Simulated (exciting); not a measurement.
# Ti (Fm-3m) in exciting: band structure with LDA

Aim: the band structure of Ti with LDA.

All numbers are computed with exciting (release sodium); they aren't measurements. Logs are shortened: lines on timing, memory, paths and dates and some standing lists are left out, and cuts for length are marked.

**1. The crystal as given**

Symmetry: Fm-3m, No. 225, cubic system. The conventional cell has a = 4.060 Å, b = 4.060 Å, c = 4.060 Å, α = 90.00°, β = 90.00°, γ = 90.00°. Ti (site symmetry m-3m) is surrounded by 12 Ti at 2.87 Å.

This isn't the form of Ti at room conditions, which is hcp.

**2. Band structure, LDA**

input.xml

```xml
<input>
  <title>Ti</title>
  <structure speciespath="./" tshift="false">
    <crystal scale="1">
      <basevect>0.000000000000 3.836144032990 3.836144032990</basevect>
      <basevect>3.836144032990 0.000000000000 3.836144032990</basevect>
      <basevect>3.836144032990 3.836144032990 0.000000000000</basevect>
    </crystal>
    <species speciesfile="Ti.xml" rmt="2">
      <atom coord="0.000000000000 0.000000000000 0.000000000000"/>
    </species>
  </structure>
  <groundstate do="fromscratch" ngridk="11 11 11" rgkmax="9" gmaxvr="14" lmaxapw="10" lmaxmat="10" lmaxvr="8" xctype="LDA_PW" stype="Methfessel-Paxton 1" swidth="0.00734986" nempty="12" ValenceRelativity="iora*" epsengy="1e-05" epspot="1e-05" maxscl="60" outputlevel="normal"/>
  <properties>
    <bandstructure>
      <plot1d>
        <path steps="80">
          <point coord="0 0 0" label="G"/>
          <point coord="0.5 0 0.5" label="X"/>
          <point coord="0.5 0.25 0.75" label="W"/>
          <point coord="0.375 0.375 0.75" label="K"/>
          <point coord="0 0 0" label="G"/>
          <point coord="0.5 0.5 0.5" label="L"/>
          <point coord="0.625 0.25 0.625" label="U"/>
          <point coord="0.5 0.25 0.75" label="W"/>
          <point coord="0.5 0.5 0.5" label="L"/>
          <point coord="0.375 0.375 0.75" label="K" breakafter="true"/>
          <point coord="0.625 0.25 0.625" label="U"/>
          <point coord="0.5 0 0.5" label="X"/>
        </path>
      </plot1d>
    </bandstructure>
    <chargedensityplot>
      <plot3d>
        <box grid="15 15 15">
          <origin coord="0 0 0"/>
          <point coord="1 0 0"/>
          <point coord="0 1 0"/>
          <point coord="0 0 1"/>
        </box>
      </plot3d>
    </chargedensityplot>
    <elfplot>
      <plot3d>
        <box grid="15 15 15">
          <origin coord="0 0 0"/>
          <point coord="1 0 0"/>
          <point coord="0 1 0"/>
          <point coord="0 0 1"/>
        </box>
      </plot3d>
    </elfplot>
    <exccplot>
      <plot3d>
        <box grid="15 15 15">
          <origin coord="0 0 0"/>
          <point coord="1 0 0"/>
          <point coord="0 1 0"/>
          <point coord="0 0 1"/>
        </box>
      </plot3d>
    </exccplot>
  </properties>
</input>
```

Potentials or basis: all-electron LAPW+lo, shipped species files, valence relativity iora*.

Started as:

```bash
$ OMP_NUM_THREADS=1 exciting_smp
```

INFO.OUT:

```text
================================================================================
EXCITING SODIUM started
[... 10 lines left out ...]

 Lattice vectors (cartesian) :
      0.0000000000      3.8361440330      3.8361440330
      3.8361440330      0.0000000000      3.8361440330
      3.8361440330      3.8361440330      0.0000000000

 Reciprocal lattice vectors (cartesian) :
     -0.8189454375      0.8189454375      0.8189454375
      0.8189454375     -0.8189454375      0.8189454375
      0.8189454375      0.8189454375     -0.8189454375

 Unit cell volume                           :     112.9053991723
 Brillouin zone volume                      :       2.1969738849

 Species :    1 (Ti)
     parameters loaded from                 :    Ti.xml
     name                                   :    titanium
     nuclear charge                         :     -22.00000000
     electronic charge                      :      22.00000000
     atomic mass                            :   87256.20311000
     muffin-tin radius                      :       2.00000000
     # of radial points in muffin-tin       :     350

     atomic positions (lattice) :
       1 :   0.00000000  0.00000000  0.00000000

 Total number of atoms per unit cell        :       1

 Spin treatment                             :    spin-unpolarised

 Number of Bravais lattice symmetries       :      48
 Number of crystal symmetries               :      48

 k-point grid                               :      11   11   11
 Total number of k-points                   :      56
 k-point set is reduced with crystal symmetries

 R^MT_min * |G+k|_max (rgkmax)              :       9.00000000
 Species with R^MT_min                      :       1 (Ti)
 Maximum |G+k| for APW functions            :       4.50000000
 Maximum |G| for potential and density      :      14.00000000

 G-vector grid sizes                        :      25    25    25
 Total number of G-vectors                  :    5209

 Maximum angular momentum used for
     APW functions                          :      10
     computing H and O matrix elements      :      10
     potential and density                  :       8
     inner part of muffin-tin               :       2

 Total nuclear charge                       :     -22.00000000
 Total electronic charge                    :      22.00000000
 Total core charge                          :      10.00000000
 Total valence charge                       :      12.00000000

 Number of empty states                     :      12
 Total number of valence states             :      19

 Maximum Hamiltonian size                   :     195
 Maximum number of plane-waves              :     182
 Total number of local-orbitals             :      13

 Exchange-correlation type                  :       3
     Perdew-Wang, Phys. Rev. B 45, 13244 (1992)

 Smearing scheme                            :    Methfessel-Paxton order 1, Phys. Rev. B 40, 3616 (1989)
 Smearing width                             :       0.00734986

 Using multisecant Broyden potential mixing
[... 16 lines left out ...]
+ SCF iteration number :    1                                                  +
++++++++++++++++++++++++++++++++++++++++++++++++++++++++++++++++++++++++++++++++
 Total energy                               :      -849.53624152
 _______________________________________________________________
 Fermi energy                               :         0.35264834
 Kinetic energy                             :       860.76440032
 Coulomb energy                             :     -1670.07656410
 Exchange energy                            :       -38.42422544
 Correlation energy                         :        -1.79985230

 DOS at Fermi energy (states/Ha/cell)       :        40.48399045

 Electron charges :
     core                                   :        10.00000000
     core leakage                           :         0.00000006
     valence                                :        12.00000000
     interstitial                           :         2.58412545
     charge in muffin-tin spheres :
                  atom     1    Ti          :        19.41587455
     total charge in muffin-tins            :        19.41587455
     total charge                           :        22.00000000

++++++++++++++++++++++++++++++++++++++++++++++++++++++++++++++++++++++++++++++++
+ SCF iteration number :    2                                                  +
++++++++++++++++++++++++++++++++++++++++++++++++++++++++++++++++++++++++++++++++
 Total energy                               :      -851.18901772
 _______________________________________________________________
 Fermi energy                               :         0.34613376
 Kinetic energy                             :       859.95753360
 Coulomb energy                             :     -1670.84748177
 Exchange energy                            :       -38.49668259
 Correlation energy                         :        -1.80238696

 DOS at Fermi energy (states/Ha/cell)       :        37.96147151

 Electron charges :
     core                                   :        10.00000000
     core leakage                           :         0.00000006
     valence                                :        12.00000000
     interstitial                           :         2.50022094
     charge in muffin-tin spheres :
                  atom     1    Ti          :        19.49977906
     total charge in muffin-tins            :        19.49977906
     total charge                           :        22.00000000

 RMS change in effective potential (target) :  0.429301E-01  ( 0.100000E-04)
 Absolute change in total energy   (target) :   1.65278      ( 0.100000E-04)
 Charge distance                   (target) :  0.797677E-02  ( 0.100000E-04)

++++++++++++++++++++++++++++++++++++++++++++++++++++++++++++++++++++++++++++++++
+ SCF iteration number :    3                                                  +
++++++++++++++++++++++++++++++++++++++++++++++++++++++++++++++++++++++++++++++++
 Total energy                               :      -851.85295221
 _______________________________________________________________
 Fermi energy                               :         0.34399649
 Kinetic energy                             :       859.63443777
 Coulomb energy                             :     -1671.15671131
 Exchange energy                            :       -38.52720679
 Correlation energy                         :        -1.80347187

 DOS at Fermi energy (states/Ha/cell)       :        35.35860236

 Electron charges :
     core                                   :        10.00000000
     core leakage                           :         0.00000006
     valence                                :        12.00000000
     interstitial                           :         2.46427157
     charge in muffin-tin spheres :
                  atom     1    Ti          :        19.53572843
     total charge in muffin-tins            :        19.53572843
     total charge                           :        22.00000000
[... 167 lines left out ...]
++++++++++++++++++++++++++++++++++++++++++++++++++++++++++++++++++++++++++++++++
+ SCF iteration number :   10                                                  +
++++++++++++++++++++++++++++++++++++++++++++++++++++++++++++++++++++++++++++++++
 Total energy                               :      -852.00569027
 _______________________________________________________________
 Fermi energy                               :         0.34689729
 Kinetic energy                             :       859.57483378
 Coulomb energy                             :     -1671.23712101
 Exchange energy                            :       -38.53943943
 Correlation energy                         :        -1.80396362

 DOS at Fermi energy (states/Ha/cell)       :        34.11231873

 Electron charges :
     core                                   :        10.00000000
     core leakage                           :         0.00000006
     valence                                :        12.00000000
     interstitial                           :         2.44597496
     charge in muffin-tin spheres :
                  atom     1    Ti          :        19.55402504
     total charge in muffin-tins            :        19.55402504
     total charge                           :        22.00000000

 RMS change in effective potential (target) :  0.325656E-07  ( 0.100000E-04)
 Absolute change in total energy   (target) :  0.493554E-05  ( 0.100000E-04)
 Charge distance                   (target) :  0.181505E-07  ( 0.100000E-04)

++++++++++++++++++++++++++++++++++++++++++++++++++++++++++++++++++++++++++++++++
+ SCF iteration number :   11                                                  +
++++++++++++++++++++++++++++++++++++++++++++++++++++++++++++++++++++++++++++++++
 Total energy                               :      -852.00569187
 _______________________________________________________________
 Fermi energy                               :         0.34689729
 Kinetic energy                             :       859.57483356
 Coulomb energy                             :     -1671.23712232
 Exchange energy                            :       -38.53943950
 Correlation energy                         :        -1.80396362

 DOS at Fermi energy (states/Ha/cell)       :        34.11232338

 Electron charges :
     core                                   :        10.00000000
     core leakage                           :         0.00000006
     valence                                :        12.00000000
     interstitial                           :         2.44597496
     charge in muffin-tin spheres :
                  atom     1    Ti          :        19.55402504
     total charge in muffin-tins            :        19.55402504
     total charge                           :        22.00000000

 RMS change in effective potential (target) :  0.131049E-07  ( 0.100000E-04)
 Absolute change in total energy   (target) :  0.160397E-05  ( 0.100000E-04)
 Charge distance                   (target) :  0.621870E-08  ( 0.100000E-04)

++++++++++++++++++++++++++++++++++++++++++++++++++++++++++++++++++++++++++++++++
| Convergency criteria checked for the last 2 iterations                       +
| Convergence targets achieved. Performing final SCF iteration                 +
++++++++++++++++++++++++++++++++++++++++++++++++++++++++++++++++++++++++++++++++
 Total energy                               :      -852.00569114
 _______________________________________________________________
 Fermi energy                               :         0.34689729
 Kinetic energy                             :       859.57483361
 Coulomb energy                             :     -1671.23712167
 Exchange energy                            :       -38.53943946
 Correlation energy                         :        -1.80396362

 DOS at Fermi energy (states/Ha/cell)       :        34.11232107

 Electron charges :
     core                                   :        10.00000000
     core leakage                           :         0.00000006
     valence                                :        12.00000000
     interstitial                           :         2.44597495
     charge in muffin-tin spheres :
                  atom     1    Ti          :        19.55402505
     total charge in muffin-tins            :        19.55402505
     total charge                           :        22.00000000

++++++++++++++++++++++++++++++++++++++++++++++++++++++++++++++++++++++++++++++++
[... 12 lines left out ...]
| EXCITING SODIUM stopped                                                      =
================================================================================
```

Run time: 36 s. Hardware: 1 thread of Arm Neoverse V1, shared host; peak memory 0.09 GiB.

Results:

| Quantity | Value |
| --- | --- |
| Free energy | -23184.2512 eV |
| Band gap on the k mesh | none (metal or under the smearing width) |
| All electrons inside the program's atomic spheres | Ti 19.55 (radii Ti 2.0 bohr) |
| Density of states at the Fermi level | 1.25 states/eV per cell |

Levels at the corners of the path, in eV from the Fermi level:
| point | band 3 | band 4 | band 5 | band 6 | band 7 | band 8 | band 9 | band 10 |
| --- | --- | --- | --- | --- | --- | --- | --- | --- |
| Γ | -32.15 | -32.15 | -6.09 | 0.87 | 0.87 | 0.87 | 2.57 | 2.57 |
| X | -32.43 | -32.43 | -2.72 | -1.83 | 3.08 | 3.70 | 4.04 | 4.04 |
| W | -32.66 | -32.44 | -1.62 | -0.39 | -0.39 | 2.18 | 4.05 | 8.77 |
| K | -32.60 | -32.37 | -1.83 | -1.28 | 0.75 | 2.66 | 3.60 | 7.53 |
| Γ | -32.15 | -32.15 | -6.09 | 0.87 | 0.87 | 0.87 | 2.57 | 2.57 |
| L | -32.25 | -32.25 | -2.67 | 0.73 | 0.73 | 0.82 | 3.73 | 3.73 |
| U | -32.60 | -32.37 | -1.83 | -1.28 | 0.75 | 2.66 | 3.60 | 7.53 |
| W | -32.66 | -32.44 | -1.62 | -0.39 | -0.39 | 2.18 | 4.05 | 8.77 |
| L | -32.25 | -32.25 | -2.67 | 0.73 | 0.73 | 0.82 | 3.73 | 3.73 |
| K | -32.60 | -32.37 | -1.83 | -1.28 | 0.75 | 2.66 | 3.60 | 7.53 |
| U | -32.60 | -32.37 | -1.83 | -1.28 | 0.75 | 2.66 | 3.60 | 7.53 |
| X | -32.43 | -32.43 | -2.72 | -1.83 | 3.08 | 3.70 | 4.04 | 4.04 |

Caveat: the log's total energy holds no entropy term; the free energy is that total less TS from the occupations.
